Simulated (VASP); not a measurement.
# AlN (Fm-3m) in VASP: further runs, part 2 of 2

VASP 6.6.1. The steps go on from the part before.

## 3. Single point, PBEsol

Contents of INCAR:

```
  PREC = Accurate
  ENCUT = 520
  EDIFF = 1E-7
  ISMEAR = 0
  SIGMA = 0.02
  LREAL = False
  LASPH = True
  NELM = 80
  ALGO = Fast
  ISIF = 2
  LWAVE = False
  LCHARG = True
  GGA = PS
  LELF = True
  LVHAR = True
  NBANDS = 11
```

Contents of KPOINTS:

```
regular mesh
0
Gamma
  14 14 14
```

Contents of POSCAR:

```
AlN
1.0
    0.0000000000      2.0219600000      2.0219600000
    2.0219600000      0.0000000000      2.0219600000
    2.0219600000      2.0219600000      0.0000000000
Al N
1 1
Direct
    0.5000000000      0.5000000000      0.5000000000
    0.0000000000      0.0000000000      0.0000000000
```

Potentials or basis: VASP PAW PBE potentials, release 64 (Al, N).

Launch:

```sh
> cat potpaw_PBE.64/Al/POTCAR potpaw_PBE.64/N/POTCAR > POTCAR
> mpirun -np 1 vasp_std > vasp.out
```

OUTCAR:

```text
PREC = Accurate
   ENCUT = 520
   EDIFF = 1E-7
   ISMEAR = 0
   LREAL = False
   LASPH = True
   NELM = 80
   ISIF = 2
   GGA = PS

 ion  position               nearest neighbor table
   1  0.500  0.500  0.500-   2 2.02   2 2.02   2 2.02   2 2.02   2 2.02   2 2.02
   2  0.000  0.000  0.000-   1 2.02   1 2.02   1 2.02   1 2.02   1 2.02   1 2.02

  LATTYP: Found a face centered cubic cell.
 ALAT       =     4.0439200000

  Lattice vectors:

 A1 = (   0.0000000000,   2.0219600000,   2.0219600000)
 A2 = (   2.0219600000,   0.0000000000,   2.0219600000)
 A3 = (   2.0219600000,   2.0219600000,   0.0000000000)

Analysis of symmetry for initial positions (statically):
=====================================================================
 Subroutine PRICEL returns:
 Original cell was already a primitive cell.

 Routine SETGRP: Setting up the symmetry group for a
 face centered cubic supercell.

 Subroutine GETGRP returns: Found 48 space group operations
 (whereof 48 operations were pure point group operations)
 out of a pool of 48 trial point group operations.

The static configuration has the point symmetry O_h .

Analysis of symmetry for dynamics (positions and initial velocities):
=====================================================================
 Subroutine PRICEL returns:
 Original cell was already a primitive cell.

 Routine SETGRP: Setting up the symmetry group for a
 face centered cubic supercell.

 Subroutine GETGRP returns: Found 48 space group operations
 (whereof 48 operations were pure point group operations)
 out of a pool of 48 trial point group operations.

The dynamic configuration has the point symmetry O_h .

 Subroutine INISYM returns: Found 48 space group operations
 (whereof 48 operations are pure point group operations),
 and found     1 'primitive' translations

----------------------------------------------------------------------------------------

                                     Primitive cell

  volume of cell :      16.5328

  direct lattice vectors                    reciprocal lattice vectors
     0.000000000  2.021960000  2.021960000    -0.247284813  0.247284813  0.247284813
[... 119 lines left out ...]
 Gauss-broadening in eV      SIGMA  =   0.02
  energy-cutoff  :      520.00
  volume of cell :       16.53
 maximum number of plane-waves:       459
 NGX is ok and might be reduce to    24
   NGX = 11   NGY = 11   NGZ = 11

 number of electron       7.9999999 magnetization

 Free energy of the ion-electron system (eV)
  ---------------------------------------------------
  ext. energy  EPLUGINS =         0.00000000
  ---------------------------------------------------
  free energy    TOTEN  =       -15.44892707 eV

  energy without entropy =      -15.44892707  energy(sigma->0) =      -15.44892707

 E-fermi :  10.0517     XC(G=0): -12.4503

 val. band max:        9.8791880428   @ k =   0.0000   0.0000   0.0000
 cond. band min:      14.4307756612   @ k =   0.5000   0.5000   0.0000
 fundamental gap:      4.5515876183
 Fermi energy:        10.0517323723

 k-point     1 :       0.0000    0.0000    0.0000
  band No.  band energies     occupation
      1      -7.6662      2.00000
      2       9.8792      2.00000
      3       9.8792      2.00000
      4       9.8792      2.00000
      5      15.5426      0.00000
      6      21.9048      0.00000
      7      21.9048      0.00000
      8      21.9048      0.00000
      9      26.9826      0.00000
     10      27.5649      0.00000
     11      27.5649      0.00000
[... 309 lines left out ...]
 k-point    24 :       0.2857    0.1429    0.0000
  band No.  band energies     occupation
      1      -6.1958      2.00000
      2       5.7516      2.00000
      3       8.5876      2.00000
      4       8.6187      2.00000
      5      17.5583      0.00000
      6      19.2139      0.00000
      7      20.7202      0.00000
      8      23.3616      0.00000
      9      24.8089      0.00000
     10      28.4118      0.00000
     11      29.5649      0.00000

 [... further k-points ...]

------------------------ aborting loop because EDIFF is reached ----------------------------------------

  FORCE on cell =-STRESS in cart. coord.  units (eV):
  Direction    XX          YY          ZZ          XY          YZ          ZX
  --------------------------------------------------------------------------------------
  -------------------------------------------------------------------------------------
  Total        0.0240892      0.0240892      0.0240892     -0.0000000     -0.0000000      0.0000000
  in kB        2.3344544      2.3344544      2.3344544     -0.0000000     -0.0000000      0.0000000
  external PRESSURE =       2.3344544 kB  Pullay stress =       0.0000000 kB

 VOLUME and BASIS-vectors are now :
 -----------------------------------------------------------------------------
  energy-cutoff  :      520.00
  volume of cell :       16.53
      direct lattice vectors                 reciprocal lattice vectors
     0.000000000  2.021960000  2.021960000    -0.247284813  0.247284813  0.247284813
     2.021960000  0.000000000  2.021960000     0.247284813 -0.247284813  0.247284813
     2.021960000  2.021960000  0.000000000     0.247284813  0.247284813 -0.247284813

 POSITION                                       TOTAL-FORCE (eV/Angst)
 -----------------------------------------------------------------------------------
      2.02196      2.02196      2.02196         0.000000      0.000000      0.000000
      0.00000      0.00000      0.00000        -0.000000     -0.000000     -0.000000
 -----------------------------------------------------------------------------------
    total drift:                                0.000000     -0.000000     -0.000000

  FREE ENERGIE OF THE ION-ELECTRON SYSTEM (eV)
  ---------------------------------------------------
  free  energy   TOTEN  =       -15.4489270696 eV

  energy  without entropy=      -15.4489270696  energy(sigma->0) =      -15.44892707
```

OSZICAR:

```text
N       E                     dE             d eps       ncg     rms          rms(c)
DAV:   1     0.589013705309E+01    0.58901E+01   -0.39542E+03  2352   0.664E+02
DAV:   2    -0.164277323623E+02   -0.22318E+02   -0.21462E+02  2831   0.124E+02
DAV:   3    -0.170613050724E+02   -0.63357E+00   -0.63227E+00  2748   0.184E+01
DAV:   4    -0.170633366305E+02   -0.20316E-02   -0.20315E-02  2528   0.114E+00
DAV:   5    -0.170633511228E+02   -0.14492E-04   -0.14492E-04  2736   0.988E-02    0.729E+00
RMM:   6    -0.154877447240E+02    0.15756E+01   -0.17895E+00  2295   0.810E+00    0.274E+00
RMM:   7    -0.154622703038E+02    0.25474E-01   -0.15809E-01  2427   0.306E+00    0.173E+00
RMM:   8    -0.154504592590E+02    0.11811E-01   -0.18779E-02  2444   0.120E+00    0.283E-01
RMM:   9    -0.154489017821E+02    0.15575E-02   -0.27969E-03  2567   0.415E-01    0.145E-01
RMM:  10    -0.154489906786E+02   -0.88897E-04   -0.66290E-04  2625   0.169E-01    0.897E-02
RMM:  11    -0.154489294348E+02    0.61244E-04   -0.10304E-04  2536   0.820E-02    0.188E-02
RMM:  12    -0.154489305655E+02   -0.11306E-05   -0.64357E-06  2657   0.258E-02    0.231E-02
RMM:  13    -0.154489274472E+02    0.31183E-05   -0.63475E-06  2475   0.174E-02    0.205E-02
RMM:  14    -0.154489271122E+02    0.33501E-06   -0.10890E-06  2518   0.768E-03    0.194E-02
RMM:  15    -0.154489270696E+02    0.42537E-07   -0.60016E-08  1883   0.219E-03
   1 F= -.15448927E+02 E0= -.15448927E+02  d E =-.584521E-37
```

It took 8.1 s on 1 thread of Intel Xeon 6975P-C (Granite Rapids), shared host; peak memory 0.14 GiB.

What came out:

- Free energy: -15.4489 eV
- Pressure: 0.2 GPa
- Band gap on the k mesh: 4.55 eV, indirect (least direct gap 5.66 eV)

Caveat: the PAW data sets were made with another functional, which shifts forces and pressure a little. PBEsol gaps usually lie below the measured ones, often by a third to a half.

## 4. Single point, PBEsol

INCAR: that of step 3 with these lines changed.

```diff
@@ -4,3 +4,3 @@
   ISMEAR = 0
-  SIGMA = 0.02
+  SIGMA = 0.5
   LREAL = False
```

Contents of KPOINTS:

```
regular mesh
0
Gamma
  10 10 10
```

POSCAR is that of step 3.

Launch:

```sh
> cat potpaw_PBE.64/Al/POTCAR potpaw_PBE.64/N/POTCAR > POTCAR
> mpirun -np 1 vasp_std > vasp.out
```

Run time: 4.5 s. Hardware: 1 thread of Intel Xeon 6975P-C (Granite Rapids), shared host; peak memory 0.13 GiB.

Results (log left out):

```
Free energy            : -15.4489 eV
Pressure               : 0.2 GPa
Band gap on the k mesh : 4.55 eV, indirect (least direct gap 5.66 eV)
```

Levels at points of the mesh, in eV from the valence-band top:
```tsv
k point	band 1	band 2	band 3	band 4	band 5	band 6	band 7	band 8
(0.00, 0.00, 0.00)	-17.55	0.00	0.00	0.00	5.66	12.03	12.03	12.03
(0.50, 0.00, 0.00)	-14.25	-8.36	-1.09	-1.09	6.04	10.90	10.90	13.25
(0.50, 0.50, 0.00)	-13.25	-7.44	-2.82	-2.82	4.55	5.14	13.96	17.15
```

Caveat: the PAW data sets were made with another functional, which shifts forces and pressure a little.

## 5. Single point, PBEsol

INCAR: that of step 4 with these lines changed.

```diff
@@ -1,6 +1,6 @@
   PREC = Accurate
-  ENCUT = 520
+  ENCUT = 900
   EDIFF = 1E-7
   ISMEAR = 0
-  SIGMA = 0.5
+  SIGMA = 0.02
   LREAL = False
```

KPOINTS is that of step 4.

POSCAR is that of step 4.

Potentials or basis: VASP PAW PBE potentials, release 64 (Al, N_h).

Launch:

```sh
> cat potpaw_PBE.64/Al/POTCAR potpaw_PBE.64/N_h/POTCAR > POTCAR
> mpirun -np 1 vasp_std > vasp.out
```

OUTCAR:

```text
PREC = Accurate
   ENCUT = 900
   EDIFF = 1E-7
   ISMEAR = 0
   LREAL = False
   LASPH = True
   NELM = 80
   ISIF = 2
   GGA = PS

 ion  position               nearest neighbor table
   1  0.500  0.500  0.500-   2 2.02   2 2.02   2 2.02   2 2.02   2 2.02   2 2.02
   2  0.000  0.000  0.000-   1 2.02   1 2.02   1 2.02   1 2.02   1 2.02   1 2.02

  LATTYP: Found a face centered cubic cell.
 ALAT       =     4.0439200000

  Lattice vectors:

 A1 = (   0.0000000000,   2.0219600000,   2.0219600000)
 A2 = (   2.0219600000,   0.0000000000,   2.0219600000)
 A3 = (   2.0219600000,   2.0219600000,   0.0000000000)

Analysis of symmetry for initial positions (statically):
=====================================================================
 Subroutine PRICEL returns:
 Original cell was already a primitive cell.

 Routine SETGRP: Setting up the symmetry group for a
 face centered cubic supercell.

 Subroutine GETGRP returns: Found 48 space group operations
 (whereof 48 operations were pure point group operations)
 out of a pool of 48 trial point group operations.

The static configuration has the point symmetry O_h .

Analysis of symmetry for dynamics (positions and initial velocities):
[... 175 lines left out ...]
      6      22.3154      0.00000
      7      22.3154      0.00000
      8      22.3154      0.00000
      9      27.3942      0.00000
     10      27.9740      0.00000
     11      27.9740      0.00000
[... 309 lines left out ...]
 k-point    24 :       0.4000    0.3000    0.0000
  band No.  band energies     occupation
      1      -4.2147      2.00000
      2       4.4092      2.00000
      3       7.4651      2.00000
      4       7.9907      2.00000
      5      16.3501      0.00000
      6      17.0961      0.00000
      7      22.4262      0.00000
      8      25.8039      0.00000
      9      26.5654      0.00000
     10      32.0128      0.00000
     11      34.9324      0.00000

 [... further k-points ...]

------------------------ aborting loop because EDIFF is reached ----------------------------------------

  FORCE on cell =-STRESS in cart. coord.  units (eV):
  Direction    XX          YY          ZZ          XY          YZ          ZX
  --------------------------------------------------------------------------------------
  -------------------------------------------------------------------------------------
  Total       -0.0069610     -0.0069610     -0.0069610     -0.0000000      0.0000000      0.0000000
  in kB       -0.6745852     -0.6745852     -0.6745852     -0.0000000      0.0000000      0.0000000
  external PRESSURE =      -0.6745852 kB  Pullay stress =       0.0000000 kB

 VOLUME and BASIS-vectors are now :
 -----------------------------------------------------------------------------
  energy-cutoff  :      900.00
  volume of cell :       16.53
      direct lattice vectors                 reciprocal lattice vectors
     0.000000000  2.021960000  2.021960000    -0.247284813  0.247284813  0.247284813
     2.021960000  0.000000000  2.021960000     0.247284813 -0.247284813  0.247284813
     2.021960000  2.021960000  0.000000000     0.247284813  0.247284813 -0.247284813

 POSITION                                       TOTAL-FORCE (eV/Angst)
 -----------------------------------------------------------------------------------
      2.02196      2.02196      2.02196        -0.000000      0.000000     -0.000000
      0.00000      0.00000      0.00000         0.000000     -0.000000      0.000000
 -----------------------------------------------------------------------------------
    total drift:                               -0.000000     -0.000000      0.000000

  FREE ENERGIE OF THE ION-ELECTRON SYSTEM (eV)
  ---------------------------------------------------
  free  energy   TOTEN  =       -15.4571820792 eV

  energy  without entropy=      -15.4571820792  energy(sigma->0) =      -15.45718208
```

OSZICAR:

```text
N       E                     dE             d eps       ncg     rms          rms(c)
DAV:   1     0.192681267313E+02    0.19268E+02   -0.57904E+03  1034   0.106E+03
DAV:   2    -0.149085621177E+02   -0.34177E+02   -0.31798E+02  1393   0.138E+02
DAV:   3    -0.170452013613E+02   -0.21366E+01   -0.21283E+01  1243   0.325E+01
[... 13 lines left out ...]
RMM:  17    -0.154571862025E+02    0.12613E-05   -0.17569E-07   819   0.286E-03    0.227E-02
RMM:  18    -0.154571830007E+02    0.32018E-05   -0.23430E-06  1542   0.991E-03    0.101E-02
RMM:  19    -0.154571822286E+02    0.77210E-06   -0.75152E-07  1292   0.576E-03    0.359E-03
RMM:  20    -0.154571821099E+02    0.11871E-06   -0.97253E-08   633   0.225E-03    0.143E-03
RMM:  21    -0.154571820792E+02    0.30738E-07   -0.13417E-08   589   0.829E-04
   1 F= -.15457182E+02 E0= -.15457182E+02  d E =-.184374E-45
```

Wall time 12 s (1 thread of Intel Xeon 6975P-C (Granite Rapids), shared host); peak memory 0.16 GiB.

What came out:

* Free energy: -15.4572 eV
* Pressure: -0.1 GPa
* Band gap on the k mesh: 4.55 eV, indirect (least direct gap 5.67 eV)

Levels at points of the mesh, in eV from the valence-band top:
```tsv
k point	band 1	band 2	band 3	band 4	band 5	band 6	band 7	band 8	band 9
(0.00, 0.00, 0.00)	-17.55	0.00	0.00	0.00	5.67	12.02	12.02	12.02	17.10
(0.50, 0.00, 0.00)	-14.25	-8.37	-1.09	-1.09	6.04	10.90	10.90	13.25	15.95
(0.50, 0.50, 0.00)	-13.25	-7.45	-2.82	-2.82	4.55	5.14	13.96	17.16	17.16
```

Caveat: the cutoff is under 1.25 times the usual one of these potentials, so pressure, stress and relaxed cells hold a basis-set (Pulay) error; the PAW data sets were made with another functional, which shifts forces and pressure a little.

## 6. Single point, r2SCAN

Contents of INCAR:

```
  PREC = Accurate
  ENCUT = 520
  EDIFF = 1E-7
  ISMEAR = 0
  SIGMA = 0.02
  LREAL = False
  LASPH = True
  NELM = 80
  ALGO = Normal
  ISIF = 2
  LWAVE = False
  LCHARG = True
  METAGGA = R2SCAN
  LMIXTAU = True
  LELF = True
  LVHAR = True
  NBANDS = 11
```

KPOINTS is that of step 5.

POSCAR is that of step 5.

Potentials or basis: VASP PAW PBE potentials, release 64 (Al, N).

Launch:

```sh
> cat potpaw_PBE.64/Al/POTCAR potpaw_PBE.64/N/POTCAR > POTCAR
> mpirun -np 1 vasp_std > vasp.out
```

Run time: 17 s. Hardware: 1 thread of Intel Xeon 6975P-C (Granite Rapids), shared host; peak memory 0.14 GiB.

It converged, with:

```yaml
Free_energy: -18.8963 eV
Pressure: -2.0 GPa
Band_gap_on_the_k_mesh: 5.48 eV, indirect (least direct gap 6.51 eV)
```

Levels at points of the mesh, in eV from the valence-band top:
```csv
k point,band 2,band 3,band 4,band 5,band 6,band 7
"(0.00, 0.00, 0.00)",0.00,0.00,0.00,6.51,12.91,12.91
"(0.50, 0.00, 0.00)",-8.44,-1.15,-1.15,6.91,11.90,11.90
"(0.50, 0.50, 0.00)",-7.54,-2.89,-2.89,5.48,5.98,15.37
```

Caveat: the PAW data sets were made with another functional, which shifts forces and pressure a little. A k mesh can miss the band edges.

## 7. Overview

```tsv
level	potentials or basis	k mesh	cutoff (eV)	smearing	gap on the mesh (eV)	pressure (GPa)
PBEsol	VASP PAW PBE potentials, release 64 (Al, N)	10 × 10 × 10	700	gaussian 0.02 eV	4.55	0.0
PBEsol	VASP PAW PBE potentials, release 64 (Al, N)	14 × 14 × 14	520	gaussian 0.02 eV	4.55	0.2
PBEsol	VASP PAW PBE potentials, release 64 (Al, N)	10 × 10 × 10	520	gaussian 0.5 eV	4.55	0.2
PBEsol	VASP PAW PBE potentials, release 64 (Al, N_h)	10 × 10 × 10	900	gaussian 0.02 eV	4.55	-0.1
r2SCAN	VASP PAW PBE potentials, release 64 (Al, N)	10 × 10 × 10	520	gaussian 0.02 eV	5.48	-2.0
```

Alike in all rows: task single point; no spin polarisation; cell as given.

Caveats: the PAW data sets were made with another functional, which shifts forces and pressure a little; the cutoff is under 1.25 times the usual one of these potentials, so pressure, stress and relaxed cells hold a basis-set (Pulay) error (some runs).

Absolute energies hang on the potentials; compare differences alone.
